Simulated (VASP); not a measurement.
# Mg (P6_3/mmc) in VASP: a series of runs

The runs below take Mg through phonons, elastic constants, with rev-vdW-DF2, LDA, PBE.

All numbers are computed with VASP 6.6.1; they aren't measurements. Logs are shortened: lines on timing, memory, paths and dates and some standing lists are left out, and cuts for length are marked.

## (1) The crystal as given

The structure is hexagonal, space group P6_3/mmc (No. 194). Conventional cell: a = 3.209 Å, b = 3.209 Å, c = 5.210 Å, α = 90.00°, β = 90.00°, γ = 120.00°. Around Mg (site symmetry -6m2) lie 12 Mg at 3.20 to 3.21 Å.

## (2) Phonons, rev-vdW-DF2 (atoms moved at random, drawn with an rms of 0.05 Å)

POSCAR reads:

```
Mg
1.0
    3.2093000000      0.0000000000      0.0000000000
   -1.6046500000      2.7793353284      0.0000000000
    0.0000000000      0.0000000000      5.2103000000
Mg
2
Cartesian
    1.5820886210      0.9526338598      3.9156707075
    0.0271362361      1.8850869658      1.3100413599
```

INCAR.step1 reads:

```
SYSTEM = Mg
PREC = Accurate
ENCUT = 580
EDIFF = 1E-8
ISMEAR = -1
SIGMA = 0.02
LREAL = .FALSE.
LASPH = .TRUE.
NELM = 60
ALGO = Normal
ISIF = 3
LWAVE = .FALSE.
LCHARG = .FALSE.
GGA = MK
LUSE_VDW = .TRUE.
AGGAC = 0.0
PARAM1 = 0.1234
PARAM2 = 0.711357
ZAB_VDW = -1.8867
NELECT = 3.967
IBRION = 2
NSW = 40
EDIFFG = -0.002
```

INCAR.step2 reads:

```
SYSTEM = Mg
PREC = Accurate
ENCUT = 580
EDIFF = 1E-8
ISMEAR = -1
SIGMA = 0.02
LREAL = .FALSE.
LASPH = .TRUE.
NELM = 60
ALGO = Normal
ISIF = 2
LWAVE = .FALSE.
LCHARG = .FALSE.
GGA = MK
LUSE_VDW = .TRUE.
AGGAC = 0.0
PARAM1 = 0.1234
PARAM2 = 0.711357
ZAB_VDW = -1.8867
NELECT = 3.967
IBRION = 6
NFREE = 2
POTIM = 0.015
NSW = 1
```

KPOINTS reads:

```
Automatic mesh
0
G
  7 7 4
  0 0 0
```

Potentials or basis: VASP PAW PBE potentials, release 64 (Mg).

Started as:

```
$ cat potpaw_PBE.64/Mg/POTCAR > POTCAR
$ cp INCAR.step1 INCAR
$ mpirun -np 1 vasp_std > vasp.out
$ cp CONTCAR POSCAR
$ cp INCAR.step2 INCAR
$ mpirun -np 1 vasp_std > vasp.out
```

OUTCAR:

```text
SYSTEM = Mg
   PREC = Accurate
   ENCUT = 580
   EDIFF = 1E-8
   ISMEAR = -1
   LREAL = .FALSE.
   LASPH = .TRUE.
   NELM = 60
   ISIF = 2
   GGA = MK
   NELECT = 3.967
   IBRION = 6
   NFREE = 2
   POTIM = 0.015
   NSW = 1

 ion  position               nearest neighbor table
   1  0.673  0.344  0.751-   2 3.21   2 3.21   2 3.22   2 3.22   2 3.22   2 3.22
   2  0.339  0.677  0.251-   1 3.21   1 3.21   1 3.22   1 3.22   1 3.22   1 3.22

  LATTYP: Found a triclinic cell.
 ALAT       =     3.1026784804
 B/A-ratio  =     1.0001644496
 C/A-ratio  =     1.7228031540
 COS(alpha) =     0.0001900577
 COS(beta)  =     0.0004398451
 COS(gamma) =     0.4908320301

  Lattice vectors:

 A1 = (   1.5373149703,  -2.6950465618,   0.0006816753)
 A2 = (   3.1031444095,   0.0165797322,   0.0002917527)
 A3 = (   0.0005190297,  -0.0010586281,   5.3453041419)

Analysis of symmetry for initial positions (statically):
=====================================================================
 Subroutine PRICEL returns:
 Original cell was already a primitive cell.

 Routine SETGRP: Setting up the symmetry group for a
 triclinic supercell.

 Subroutine GETGRP returns: Found  2 space group operations
 (whereof  1 operations were pure point group operations)
 out of a pool of  2 trial point group operations.

The static configuration has the point symmetry C_1 .
 The point group associated with its full space group is S_2 .

Analysis of symmetry for dynamics (positions and initial velocities):
=====================================================================
 Subroutine PRICEL returns:
 Original cell was already a primitive cell.

 Routine SETGRP: Setting up the symmetry group for a
 triclinic supercell.

 Subroutine GETGRP returns: Found  2 space group operations
 (whereof  1 operations were pure point group operations)
 out of a pool of  2 trial point group operations.

The dynamic configuration has the point symmetry C_1 .
 The point group associated with its full space group is S_2 .

[... 155 lines left out ...]
  --------------------------------------------------------------------------------------
  -------------------------------------------------------------------------------------
  Total        0.0000537      0.0002654      0.0011944     -0.0021143      0.0021661     -0.0012836
  in kB        0.0019204      0.0094840      0.0426758     -0.0755482      0.0773958     -0.0458641
  external PRESSURE =       0.0180267 kB  Pullay stress =       0.0000000 kB
[... 215 lines left out ...]
--------------------------------------- Ionic step        7  -------------------------------------------

 number of electron       3.9670000 magnetization

 Free energy of the ion-electron system (eV)
  ---------------------------------------------------
  ext. energy  EPLUGINS =         0.00000000
  ---------------------------------------------------
  free energy    TOTEN  =        -0.62572654 eV

  energy without entropy =       -0.62493688  energy(sigma->0) =       -0.62533171

 E-fermi :   2.7178     XC(G=0):  -8.5820

 val. band max:        2.6711652201   @ k =   0.1429   0.4286   0.5000
 cond. band min:       2.7647231214   @ k =   0.4286   0.4286   0.5000
 fundamental gap:      0.0935579012
 Fermi energy:         2.7178009561

 k-point     1 :       0.0000    0.0000    0.0000
  band No.  band energies     occupation
      1      -4.2896      2.00000
      2       0.7634      2.00000
      3       0.9591      2.00000
      4      14.0934      0.00000
      5      14.2702      0.00000
      6      14.5534      0.00000
[... 199 lines left out ...]
 k-point    24 :      -0.2857    0.4286    0.0000
  band No.  band energies     occupation
      1      -1.3434      2.00000
      2       3.4493      0.00000
      3       3.5120      0.00000
      4       4.7706      0.00000
      5       6.9591      0.00000
      6       9.0538      0.00000

 [... further k-points ...]
[... 5 lines left out ...]
  --------------------------------------------------------------------------------------
  -------------------------------------------------------------------------------------
  Total        0.0004651      0.0006368      0.0028607     -0.0024942      0.0026642     -0.0019638
  in kB        0.0166202      0.0227534      0.1022174     -0.0891199      0.0951945     -0.0701678
  external PRESSURE =       0.0471970 kB  Pullay stress =       0.0000000 kB
[... 21 lines left out ...]
  energy  without entropy=       -0.6249368774  energy(sigma->0) =       -0.62533171

Total vdW correction in eV:      1.5574003

 INTERNAL STRAIN TENSORS FROM DISPLACED ATOMS
 ============================================

 INTERNAL STRAIN TENSOR FOR ION    1 for displacements in x,y,z  (eV/Angst):
          X           Y           Z          XY          YZ          ZX
  --------------------------------------------------------------------------------
  x    -0.05605     0.03546    -0.04965     0.37664    -0.00927     0.01672
  y     0.31885    -0.30829     0.02981    -0.04519     0.02106    -0.01124
  z     0.00592    -0.00747    -0.00049     0.01479    -0.03374     0.04446

 INTERNAL STRAIN TENSOR FOR ION    2 for displacements in x,y,z  (eV/Angst):
          X           Y           Z          XY          YZ          ZX
  --------------------------------------------------------------------------------
  x     0.05605    -0.03546     0.04965    -0.37664     0.00927    -0.01672
  y    -0.31885     0.30829    -0.02981     0.04519    -0.02106     0.01124
  z    -0.00592     0.00747     0.00049    -0.01479     0.03374    -0.04446

 Eigenvectors and eigenvalues of the dynamical matrix
 ----------------------------------------------------

   1 f  =    7.234363 THz    45.454844 2PiTHz  241.312379 cm-1    29.918908 meV
             X         Y         Z           dx          dy          dz
      1.558846  0.937476  4.016814    -0.000062    0.000658    0.707106
      0.012227  1.829901  1.343901     0.000062   -0.000658   -0.707106
[... 16 lines left out ...]
   5 f  =    0.000000 THz     0.000000 2PiTHz    0.000001 cm-1     0.000000 meV
             X         Y         Z           dx          dy          dz
      1.558846  0.937476  4.016814     0.702519    0.078965    0.015199
      0.012227  1.829901  1.343901     0.702519    0.078965    0.015199

   6 f/i=    0.000000 THz     0.000001 2PiTHz    0.000003 cm-1     0.000000 meV
             X         Y         Z           dx          dy          dz
      1.558846  0.937476  4.016814    -0.000830   -0.126522    0.695695
      0.012227  1.829901  1.343901    -0.000830   -0.126522    0.695695

 ELASTIC MODULI CONTR FROM IONIC RELAXATION (kBar)
 Direction    XX          YY          ZZ          XY          YZ          ZX
 --------------------------------------------------------------------------------
 XX          -6.6500      6.3719     -0.7589      2.0818     -0.4541      0.2770
 YY           6.3719     -6.1268      0.6765     -1.5739      0.4279     -0.2475
 ZZ          -0.7589      0.6765     -0.2067      1.2347     -0.0674      0.0722
 XY           2.0818     -1.5739      1.2347     -8.9312      0.2750     -0.4278
 YZ          -0.4541      0.4279     -0.0674      0.2750     -0.0489      0.0449
 ZX           0.2770     -0.2475      0.0722     -0.4278      0.0449     -0.0522
 --------------------------------------------------------------------------------
```

OUTCAR.step1:

```text
SYSTEM = Mg
   PREC = Accurate
   ENCUT = 580
   EDIFF = 1E-8
   ISMEAR = -1
   LREAL = .FALSE.
   LASPH = .TRUE.
   NELM = 60
   ISIF = 3
[... 632 lines left out ...]
  --------------------------------------------------------------------------------------
  -------------------------------------------------------------------------------------
  Total        0.0001045      0.0003078      0.0011661     -0.0021195      0.0021660     -0.0012833
  in kB        0.0037329      0.0109995      0.0416670     -0.0757324      0.0773949     -0.0458536
  external PRESSURE =       0.0187998 kB  Pullay stress =       0.0000000 kB
[... 21 lines left out ...]
  energy  without entropy=       -0.6252467046  energy(sigma->0) =       -0.62563750

Total vdW correction in eV:      1.5573928

 reached required accuracy - stopping structural energy minimisation
```

OSZICAR.step1:

```text
N       E                     dE             d eps       ncg     rms          rms(c)
DAV:   1     0.240120123199E+01    0.24012E+01   -0.99889E+02  1188   0.374E+02
DAV:   2    -0.575534253293E+00   -0.29767E+01   -0.27833E+01  1530   0.289E+01
DAV:   3    -0.597479978901E+00   -0.21946E-01   -0.21883E-01  1668   0.328E+00
[... 192 lines left out ...]
  27 F= -.62602676E+00 E0= -.62563581E+00  d E =-.394578E-05
       N       E                     dE             d eps       ncg     rms          rms(c)
DAV:   1    -0.626028276351E+00   -0.15134E-05   -0.15569E-05  1584   0.311E-02    0.920E-04
DAV:   2    -0.626028291752E+00   -0.15401E-07   -0.65471E-08  1620   0.212E-03    0.598E-04
DAV:   3    -0.626028299191E+00   -0.74396E-08   -0.91984E-09  1578   0.873E-04
  28 F= -.62602830E+00 E0= -.62563750E+00  d E =-.153748E-05
```

Run time: 19 min. Hardware: 1 thread of Intel Xeon Platinum 8488C (Sapphire Rapids), shared host; peak memory 0.41 GiB.

These settings aren't checked as converged: the numbers below hold their error.

What came out:

```yaml
Relaxed_volume: 22.42 Å³/atom
Relaxed_cell: a = 3.103 Å, b = 3.103 Å, c = 5.345 Å, α = 90.03°, β = 89.99°, γ = 119.40°
Space_group_after_relaxing_to_0.05_Å: P6_3/mmc (No. 194)
Highest_phonon_frequency_at_Γ: 241 cm⁻¹
```

Caveat: the cell is charged against a uniform background, so pressure and absolute levels hang on convention; the PAW data sets were made with another functional, which shifts forces and pressure a little.

## (3) Phonons, LDA

POSCAR reads:

```
Mg
1.0
    3.2093000000      0.0000000000      0.0000000000
   -1.6046500000      2.7793353284      0.0000000000
    0.0000000000      0.0000000000      5.2103000000
Mg
2
Direct
    0.6666666667      0.3333333333      0.7500000000
    0.3333333333      0.6666666667      0.2500000000
```

INCAR.step1 reads:

```
PREC = Accurate
ENCUT = 600
EDIFF = 1E-8
ISMEAR = -1
SIGMA = 0.05
LREAL = F
LASPH = T
NELM = 100
ALGO = Normal
ISIF = 3
LWAVE = F
LCHARG = F
IBRION = 2
NSW = 40
EDIFFG = -0.002
```

INCAR.step2 reads:

```
PREC = Accurate
ENCUT = 600
EDIFF = 1E-8
ISMEAR = -1
SIGMA = 0.05
LREAL = F
LASPH = T
NELM = 100
ALGO = Normal
ISIF = 2
LWAVE = F
LCHARG = F
IBRION = 6
NFREE = 2
POTIM = 0.015
NSW = 1
```

KPOINTS reads:

```
Automatic mesh
0
Gamma
  7 7 4
```

Potentials or basis: VASP PAW LDA potentials, release 64 (Mg).

Started as:

```
$ cat potpaw_LDA.64/Mg/POTCAR > POTCAR
$ cp INCAR.step1 INCAR
$ mpirun -np 1 vasp_std > vasp.out
$ cp CONTCAR POSCAR
$ cp INCAR.step2 INCAR
$ mpirun -np 1 vasp_std > vasp.out
```

OUTCAR:

```text
PREC = Accurate
   ENCUT = 600
   EDIFF = 1E-8
   ISMEAR = -1
   LREAL = F
   LASPH = T
   NELM = 100
   ISIF = 2
   IBRION = 6
   NFREE = 2
   POTIM = 0.015
   NSW = 1

 ion  position               nearest neighbor table
   1  0.667  0.333  0.750-   2 3.18   2 3.18   2 3.18   2 3.18   2 3.18   2 3.18
   2  0.333  0.667  0.250-   1 3.18   1 3.18   1 3.18   1 3.18   1 3.18   1 3.18

  LATTYP: Found a hexagonal cell.
 ALAT       =     3.0796987500
 C/A-ratio  =     1.7088118039

  Lattice vectors:

 A1 = (   3.0796987500,   0.0000000000,   0.0000000000)
 A2 = (  -1.5398493750,   2.6670973535,   0.0000000000)
 A3 = (   0.0000000000,   0.0000000000,   5.2626255765)

Analysis of symmetry for initial positions (statically):
=====================================================================
 Subroutine PRICEL returns:
 Original cell was already a primitive cell.

 Routine SETGRP: Setting up the symmetry group for a
 hexagonal supercell.

 Subroutine GETGRP returns: Found 24 space group operations
 (whereof 12 operations were pure point group operations)
 out of a pool of 24 trial point group operations.

The static configuration has the point symmetry D_3d.
 The point group associated with its full space group is D_6h.

Analysis of symmetry for dynamics (positions and initial velocities):
=====================================================================
 Subroutine PRICEL returns:
 Original cell was already a primitive cell.

 Routine SETGRP: Setting up the symmetry group for a
 hexagonal supercell.

 Subroutine GETGRP returns: Found 24 space group operations
 (whereof 12 operations were pure point group operations)
 out of a pool of 24 trial point group operations.

[... 306 lines left out ...]

 val. band max:        2.7395623764   @ k =   0.4286   0.1429   0.5000
 cond. band min:       2.8733945102   @ k =   0.0000   0.4286   0.2500
 fundamental gap:      0.1338321338
 Fermi energy:         2.7959604342

 k-point     1 :       0.0000    0.0000    0.0000
  band No.  band energies     occupation
      1      -4.3930      2.00000
      2       0.7804      2.00000
      3       1.0367      2.00000
      4      14.4062      0.00000
      5      14.5947      0.00000
      6      14.5947      0.00000
[... 199 lines left out ...]
 k-point    24 :       0.2857    0.2857    0.5000
  band No.  band energies     occupation
      1       1.8598      2.00000
      2       1.9068      2.00000
      3       4.3653      0.00000
      4       4.3844      0.00000
      5       5.3844      0.00000
      6       5.4012      0.00000

 [... further k-points ...]
[... 5 lines left out ...]
  --------------------------------------------------------------------------------------
  -------------------------------------------------------------------------------------
  Total        0.0001768      0.0001768      0.0013236      0.0000000      0.0000000      0.0000000
  in kB        0.0065548      0.0065548      0.0490576      0.0000000      0.0000000      0.0000000
  external PRESSURE =       0.0207224 kB  Pullay stress =       0.0000000 kB
[... 17 lines left out ...]
  FREE ENERGIE OF THE ION-ELECTRON SYSTEM (eV)
  ---------------------------------------------------
  free  energy   TOTEN  =        -3.6562488626 eV

  energy  without entropy=       -3.6494385293  energy(sigma->0) =       -3.65284370

 INTERNAL STRAIN TENSORS FROM DISPLACED ATOMS
 ============================================

 INTERNAL STRAIN TENSOR FOR ION    1 for displacements in x,y,z  (eV/Angst):
          X           Y           Z          XY          YZ          ZX
  --------------------------------------------------------------------------------
  x     0.00000     0.00000     0.00000     0.17994     0.00000     0.00000
  y     0.17994    -0.17994     0.00000    -0.00000     0.00000     0.00000
  z    -0.00000     0.00000    -0.00000     0.00000    -0.00000     0.00000

 INTERNAL STRAIN TENSOR FOR ION    2 for displacements in x,y,z  (eV/Angst):
          X           Y           Z          XY          YZ          ZX
  --------------------------------------------------------------------------------
  x     0.00000     0.00000     0.00000    -0.17994     0.00000     0.00000
  y    -0.17994     0.17994    -0.00000     0.00000     0.00000     0.00000
  z     0.00000    -0.00000     0.00000     0.00000     0.00000     0.00000

 Eigenvectors and eigenvalues of the dynamical matrix
 ----------------------------------------------------

   1 f  =    7.514430 THz    47.214556 2PiTHz  250.654403 cm-1    31.077171 meV
             X         Y         Z           dx          dy          dz
      1.539849  0.889032  3.946969     0.000000   -0.000000    0.707107
     -0.000000  1.778065  1.315656     0.000000   -0.000000   -0.707107
[... 16 lines left out ...]
   5 f  =    0.000000 THz     0.000000 2PiTHz    0.000002 cm-1     0.000000 meV
             X         Y         Z           dx          dy          dz
      1.539849  0.889032  3.946969     0.705953   -0.029632    0.027429
     -0.000000  1.778065  1.315656     0.705953   -0.029632    0.027429

   6 f/i=    0.000000 THz     0.000000 2PiTHz    0.000002 cm-1     0.000000 meV
             X         Y         Z           dx          dy          dz
      1.539849  0.889032  3.946969     0.001527   -0.460404   -0.536681
     -0.000000  1.778065  1.315656     0.001527   -0.460404   -0.536681

 ELASTIC MODULI CONTR FROM IONIC RELAXATION (kBar)
 Direction    XX          YY          ZZ          XY          YZ          ZX
 --------------------------------------------------------------------------------
 XX          -2.0547      2.0547     -0.0000      0.0000     -0.0000      0.0000
 YY           2.0547     -2.0547      0.0000     -0.0000      0.0000      0.0000
 ZZ          -0.0000      0.0000     -0.0000      0.0000     -0.0000      0.0000
 XY           0.0000     -0.0000      0.0000     -2.0547      0.0000      0.0000
 YZ          -0.0000      0.0000     -0.0000      0.0000     -0.0000      0.0000
 ZX           0.0000      0.0000      0.0000      0.0000      0.0000      0.0000
 --------------------------------------------------------------------------------
```

It took 32 s on 1 thread of Intel Xeon 6975P-C (Granite Rapids), shared host; peak memory 0.18 GiB.

Results:

- Relaxed volume: 21.61 Å³/atom
- Relaxed cell: a = 3.080 Å, b = 3.080 Å, c = 5.263 Å, α = 90.00°, β = 90.00°, γ = 120.00°
- Space group after relaxing (to 0.05 Å): P6_3/mmc (No. 194)
- Highest phonon frequency at Γ: 251 cm⁻¹

The path:
| step | energy change (eV) | largest force (eV/Å) | pressure (GPa) | volume (Å³) |
| --- | --- | --- | --- | --- |
| 1 | 0.0000 | 0.0000 | -2.62 | 46.47 |
| 2 | -0.0350 | 0.0000 | -0.76 | 43.96 |
| 3 | -0.0386 | 0.0000 | 0.10 | 43.03 |
| 4 | -0.0386 | 0.0000 | 0.22 | 42.90 |
| 5 | -0.0400 | 0.0000 | 0.12 | 43.03 |
| 6 | -0.0412 | 0.0000 | -0.16 | 43.43 |
| 7 | -0.0415 | 0.0000 | -0.05 | 43.26 |
| 8 | -0.0416 | 0.0000 | -0.08 | 43.31 |
| 9 | -0.0416 | 0.0000 | -0.09 | 43.32 |
| 10 | -0.0416 | 0.0000 | 0.01 | 43.21 |
| 11 | -0.0416 | 0.0000 | -0.02 | 43.24 |
| 12 | -0.0416 | 0.0000 | 0.00 | 43.23 |

Final structure:
```yaml
crystal:
  lattice:
    - [3.07970, 0.00000, 0.00000]
    - [-1.53985, 2.66710, 0.00000]
    - [0.00000, 0.00000, 5.26263]
  atoms:
    - { symbol: Mg, position: [0.66667, 0.33333, 0.75000] }
    - { symbol: Mg, position: [0.33333, 0.66667, 0.25000] }
```

Phonon frequencies in cm⁻¹ (negative: imaginary):
```csv
q point,frequencies
"(0.000, 0.000, 0.000)",0 0 0 114 114 251
```

[end of part 1 of 2]
